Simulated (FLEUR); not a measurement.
# SnSe (Pnma) in FLEUR: notebook

Runs on SnSe. Level: LDA. Tasks: equation of state.

All numbers are computed with FLEUR MaX-R8.1 (later development tree); they aren't measurements. Logs are shortened: lines on timing, memory, paths and dates and some standing lists are left out, and cuts for length are marked.

**1. The undisturbed crystal**

It takes space group Pnma (No. 62, orthorhombic). Conventional cell: a = 11.420 Å, b = 4.190 Å, c = 4.460 Å, α = 90.00°, β = 90.00°, γ = 90.00°. Sn (site symmetry m) has 3 Se at 2.69 to 2.83 Å as nearest neighbours. Se (site symmetry m) is surrounded by 3 Sn at 2.69 to 2.83 Å.

**2. Equation of state, LDA, 25.08 Å³/atom (volume scaled by 0.94)**

File inp.xml:

```xml
<?xml version="1.0" encoding="UTF-8" standalone="no"?>
<fleurInput fleurInputVersion="0.39">
   <comment>
      SnSe                                                                                                
   </comment>
   <calculationSetup>
      <cutoffs Kmax="4.41" Gmax="13.7" GmaxXC="13.7" numbands="0"/>
      <scfLoop itmax="60" minDistance="0.00001" maxIterBroyd="15" imix="Anderson" alpha="0.05" precondParam="0.0" spinf="2.0" sdNocoIR="T"/>
      <coreElectrons ctail="T" frcor="F" kcrel="0" coretail_lmax="0"/>
      <xcFunctional name="vwn" relativisticCorrections="F"/>
      <magnetism jspins="1"/>
      <soc l_soc="F" theta="0.0" phi="0.0" spav="F"/>
      <expertModes spex="0" secvar="F"/>
      <geometryOptimization l_f="F" forcealpha="1.0" forcemix="BFGS" epsdisp="0.00001" epsforce="0.00001"/>
      <ldaU l_linMix="F" mixParam="0.05" spinf="1.0"/>
   </calculationSetup>
   <cell>
      <bzIntegration valenceElectrons="152.0" mode="hist" fermiSmearingEnergy="0.00183747">
         <kPointListSelection listName="default-1"/>
         <!-- k-points included here -->
         <xi:include xmlns:xi="http://www.w3.org/2001/XInclude" href="kpts.xml"> </xi:include>
      </bzIntegration>
      <!-- symmetry operations included here -->
      <xi:include xmlns:xi="http://www.w3.org/2001/XInclude" href="sym.xml"> </xi:include>
      <bulkLattice scale="0.9795861087">
         <bravaisMatrix>
            <row-1>   21.5806723429319973     0.0000000000000000     0.0000000000000000</row-1>
            <row-2>    0.0000000000000000     7.9179524620740001     0.0000000000000000</row-2>
            <row-3>    0.0000000000000000     0.0000000000000000     8.4281785157159987</row-3>
         </bravaisMatrix>
      </bulkLattice>
   </cell>
   <atomSpecies>
[... 21 lines left out ...]
            <valenceConfig>(3d3/2) (3d5/2) (4s1/2) (4p1/2) (4p3/2)</valenceConfig>
            <stateOccupation state="(4p1/2)" spinUp="0.666667" spinDown="0.666667"/>
            <stateOccupation state="(4p3/2)" spinUp="1.333333" spinDown="1.333333"/>
         </electronConfig>
         <energyParameters s="4" p="4" d="4" f="4"/>
         <lo type="SCLO" l="2" n="3" eDeriv="0"/>
         <lo type="SCLO" l="0" n="4" eDeriv="2"/>
         <lo type="SCLO" l="1" n="4" eDeriv="2"/>
         <lo type="SCLO" l="3" n="4" eDeriv="2"/>
      </species>
   </atomSpecies>
   <atomGroups>
      <atomGroup species="Tin (Sn)">
         <relPos label="                   1">-.1230000000 -1.000/4.000 -.0910000000</relPos>
         <relPos label="                   2">-.3770000000 1.000/4.000 .4090000000</relPos>
         <relPos label="                   3">.3770000000 -1.000/4.000 -.4090000000</relPos>
         <relPos label="                   4">.1230000000 1.000/4.000 .0910000000</relPos>
         <force calculate="T" relaxXYZ="TTT"/>
      </atomGroup>
      <atomGroup species="Selenium (Se)">
         <relPos label="                   5">-.3570000000 -1.000/4.000 -.0160000000</relPos>
         <relPos label="                   6">-.1430000000 1.000/4.000 .4840000000</relPos>
         <relPos label="                   7">.1430000000 -1.000/4.000 -.4840000000</relPos>
         <relPos label="                   8">.3570000000 1.000/4.000 .0160000000</relPos>
         <force calculate="T" relaxXYZ="TTT"/>
      </atomGroup>
   </atomGroups>
   <output dos="F" band="F" slice="F">
      <checks vchk="F" cdinf="F"/>
      <bandDOS minEnergy="-.5*Htr" maxEnergy="0.5*Htr" sigma="0.015" storeEVData="T"/>
      <vacuumDOS vacdos="F" integ="F" star="F" nstars="0" locx1="0.0" locy1="0.0" locx2="0.0" locy2="0.0" nstm="0" tworkf="0.0"/>
      <unfoldingBand unfoldBand="F" supercellX="1" supercellY="1" supercellZ="1"/>
      <plotting iplot="0" polar="F">
         <plot TwoD="T" vec1="  1.0  0.0  0.0" vec2="  0.0  1.0  0.0" vec3="  0.0  0.0  1.0" zero="  0.0  0.0  0.0" file="plot"/>
      </plotting>
      <chargeDensitySlicing numkpt="0" minEigenval="0.0" maxEigenval="0.0" nnne="0" pallst="F"/>
      <specialOutput eonly="F"/>
      <moessbauerParams electricFieldGradient="T" isomerShift="T" coreHyperfine="T" valenceHyperfine="T"/>
      <magneticCircularDichroism mcd="F" energyLo="-10.0" energyUp="0.0"/>
   </output>
  <!-- We include the file relax.xml here to enable relaxations (see documentation) -->
  <xi:include xmlns:xi="http://www.w3.org/2001/XInclude" href="relax.xml"> <xi:fallback/> </xi:include>
</fleurInput>
```

Potentials or basis: all-electron, FLAPW.

The run is started by

```sh
> inpgen -f crystal.txt -profile fastHighL
> # inp.xml edited to the form shown
> fleur_MPI
```

Standard output:

```text
Welcome to FLEUR        (www.flapw.de)
      MaX-Release 8.1          (www.max-centre.eu)

 ========== k-point set info ==========
 Selected k-point list: default-1
 k-point list type: mesh
 3 x 6 x 6
 Number of k points: 32

 ------------Calculation Setup---------------------------
 Number of MPI-tasks      :            1
 Number of PE/node        :            1
 Number of OMP-threads    :            1
 Most efficient MPI parallelization for:
           1           2           4           8          16          32
 Additional eigenvalue parallelization possible
 Number of basis functions:         2266
 Approximate size of matrices (H+S) per k-point:         0.077 GB
 --------------------------------------------------------
 Iteration:     1   Distance:       5.33233507 me/bohr^3
 Iteration:     2   Distance:       4.84084856 me/bohr^3
 Iteration:     3   Distance:       2.60464844 me/bohr^3
 Iteration:     4   Distance:       1.10363092 me/bohr^3
 Iteration:     5   Distance:       0.75620079 me/bohr^3
 Iteration:     6   Distance:       0.21274840 me/bohr^3
 Iteration:     7   Distance:       0.11034315 me/bohr^3
 Iteration:     8   Distance:       0.04916880 me/bohr^3
 Iteration:     9   Distance:       0.00964245 me/bohr^3
 Iteration:    10   Distance:       0.00779280 me/bohr^3
 Iteration:    11   Distance:       0.00237717 me/bohr^3
 Iteration:    12   Distance:       0.00037411 me/bohr^3
 Iteration:    13   Distance:       0.00029323 me/bohr^3
 Iteration:    14   Distance:       0.00009363 me/bohr^3
 Iteration:    15   Distance:       0.00001385 me/bohr^3
 Iteration:    16   Distance:       0.00001299 me/bohr^3
 Iteration:    17   Distance:       0.00000557 me/bohr^3

 ********************************************************************
 Run finished successfully
 Stop message:
   all done
 ********************************************************************
```

It took 34 min on 1 thread of Arm Neoverse V1, shared host; peak memory 0.34 GiB.

Results:

* Free energy: -936172.3363 eV
* Band gap on the k mesh: 0.47 eV, indirect (least direct gap 0.68 eV)
* Valence electrons inside the program's atomic spheres: Sn 19.49; Se 13.98 (radii Sn 2.35, Se 2.22 bohr)

Caveat: spin-orbit coupling is left out, which moves the levels of the heavy elements; an odd mesh through Γ misses points on the zone boundary, where band edges often lie.

**3. Equation of state, LDA, 25.61 Å³/atom (volume scaled by 0.96)**

Changes to inp.xml since step 2:

```diff
@@ -24,3 +24,3 @@
       <xi:include xmlns:xi="http://www.w3.org/2001/XInclude" href="sym.xml"> </xi:include>
-      <bulkLattice scale="0.9795861087">
+      <bulkLattice scale="0.9864848297">
          <bravaisMatrix>
```

Potentials or basis: all-electron, FLAPW.

The run is started by

```sh
> inpgen -f crystal.txt -profile fastHighL
> # inp.xml edited to the form shown
> fleur_MPI
```

Wall time 35 min (1 thread of Arm Neoverse V1, shared host); peak memory 0.34 GiB.

It converged, with:

```
Free energy                                           : -936172.3580 eV
Band gap on the k mesh                                : 0.47 eV, indirect (least direct gap 0.67 eV)
Valence electrons inside the program's atomic spheres : Sn 19.48; Se 13.97 (radii Sn 2.35, Se 2.22 bohr)
```

Caveat: spin-orbit coupling is left out, which moves the levels of the heavy elements; an odd mesh through Γ misses points on the zone boundary, where band edges often lie.
